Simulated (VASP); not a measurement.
Crystal: Cd.

```
Cd
1.0
    -1.78432    1.78432    1.78432
     1.78432   -1.78432    1.78432
     1.78432    1.78432   -1.78432
Cd
1
Cartesian
  0.0000 0.0000 0.0000
```

This isn't the form of Cd at room conditions, which is hcp.

Base run:

| Property | Result |
| --- | --- |
| Program | VASP 6.6.1 |
| Functional | PBE |
| Potentials or basis | VASP PAW PBE potentials, release 64 (Cd_GW) |
| Cutoff | 550 eV |
| k mesh | 10 × 10 × 10 |
| Occupations | gaussian, width 0.02 eV |
| Spin | no spin polarisation |

Its results: band gap on the k mesh none (metal or under the smearing width); pressure 1.1 GPa.

Task: The run is repeated on the same cell with these changes: functional from PBE to PBEsol; occupations from gaussian, width 0.02 eV to gaussian, width 0.05 eV. What comes out?

Result: Band gap on the k mesh none (metal or under the smearing width); pressure -2.9 GPa.

Caveats: the PAW data sets were made with another functional, which shifts forces and pressure a little (some runs).
